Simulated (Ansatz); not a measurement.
Bi under changes of volume

One of the cells (31.117 Å³/atom); the others are scaled copies at fixed shape and fractional positions:

```
Bi
1.0
    -1.98143    1.98143    1.98143
     1.98143   -1.98143    1.98143
     1.98143    1.98143   -1.98143
Bi
1
Direct
  0.00000 0.00000 0.00000
```

This isn't the form of Bi at room conditions, which is rhombohedral.

```yaml
Program: Ansatz 0.2.0
Functional: PBE0
Potentials_or_basis: Ansatz PAW
Cutoff: "420 eV (not typed: the program's choice for these potentials)"
k_mesh: 6 × 6 × 6
Occupations: fermi-dirac, width 0.05 eV
Spin: no spin polarisation
```

| volume (Å³/atom) | energy over the lowest point (meV/atom) | pressure (GPa) |
| --- | --- | --- |
| 29.250 | 25.18 | 3.2 |
| 29.872 | 15.80 | 1.7 |
| 30.495 | 12.07 | 0.3 |
| 31.117 | 0.00 | -0.6 |
| 31.739 | 4.59 | -1.7 |
| 32.362 | 13.28 | -2.7 |
| 32.984 | ? | ? |

**Question.** What does the run at 32.984 Å³/atom give?

**Answer.** Energy over the lowest point 25.61 meV/atom; pressure -3.6 GPa.

The energies don't lie on one smooth curve, so no fit is given. The run at 30.495 Å³/atom lies farthest off, from a change of basis, grid or state.

Energies are extrapolated to zero smearing.

Caveats: all runs use coarse meshes; the PAW data sets come from PBE, with cores solved anew for the run's functional, which leaves a small shift of forces and pressure; the thresholds are loose for stress.
